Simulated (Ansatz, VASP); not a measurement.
# BN in VASP and in Ansatz

File INCAR:

```
SYSTEM = BN
PREC = Accurate
ENCUT = 600
EDIFF = 1E-7
ISMEAR = 0
SIGMA = 0.01
LREAL = .FALSE.
LASPH = .TRUE.
NELM = 100
ALGO = Normal
ISIF = 3
LWAVE = .FALSE.
LCHARG = .FALSE.
GGA = PE
IBRION = 2
NSW = 80
EDIFFG = -0.03
```

File KPOINTS:

```
Automatic mesh
0
G
  7 7 3
  0 0 0
```

File POSCAR:

```
BN
1.0
    2.4982400000      0.0000000000      0.0000000000
   -1.2491200000      2.1635393000      0.0000000000
    0.0000000000      0.0000000000      6.6357000000
B N
2 2
Direct
    0.3333333300      0.6666666700      0.2500000000
    0.6666666700      0.3333333300      0.7500000000
    0.3333333300      0.6666666700      0.7500000000
    0.6666666700      0.3333333300      0.2500000000
```

Input for Ansatz:

```yaml
crystal:
  lattice:
    - [2.49824, 0.0, 0.0]
    - [-1.24912, 2.1635393, 0.0]
    - [0.0, 0.0, 6.6357]
  atoms:
    - { symbol: B, position: [0.33333333, 0.66666667, 0.25] }
    - { symbol: B, position: [0.66666667, 0.33333333, 0.75] }
    - { symbol: "N", position: [0.33333333, 0.66666667, 0.75] }
    - { symbol: "N", position: [0.66666667, 0.33333333, 0.25] }
kpoints:
  mp_grid:
    grid: [7, 7, 3]
scf:
  occupations:
    method: fixed
relax:
  f_tol: 0.03
  cell:
    stress_tol: 0.1
output:
  write_density: true
  volumetric_format: npy
  elf: true
  dos:
    de: 0.1
    nscf_kmesh:
      kspacing: 0.2
  eigenvalues: true
```

Alike in both runs: task relaxation of cell and atoms; functional PBE; k mesh 7 × 7 × 3; no spin polarisation.

|  | VASP | Ansatz |
| --- | --- | --- |
| version | VASP 6.6.1 | Ansatz 0.2.0 |
| potentials or method | VASP PAW PBE potentials, release 64 (B, N) | plane waves, PAW |
| plane-wave cutoff (eV) | 600 | 420 |
| occupations | gaussian, width 0.01 eV | fixed |
| valence electrons in the cell | 16 | 16 |

```tsv
	VASP	Ansatz	Ansatz less VASP
gap on the k mesh at the Fermi level, each at its own relaxed structure (eV)	4.81	4.71	-0.095
relaxed volume (Å³/atom)	10.47	11.18	+0.706
relaxed cell length with the largest relative difference (Å)	7.668	8.181	+0.5138
energy change over the relaxation (meV/atom)	-12	-15	-3.1
```

One of these differences is far larger than is usual between the two programs; its cause wasn't traced.

Caveats: the volume moved by over 15 % at a fixed basis, so the end points are rough (VASP); an odd mesh through Γ misses points on the zone boundary, where band edges often lie; this functional lacks dispersion, which binds the layers, so the pressure and a relaxed spacing across them are unreliable, and here the layers came unbound; the volume moved by +17 % from the deposited cell, more than functionals usually miss. Zero-point motion and thermal expansion aren't in these numbers.
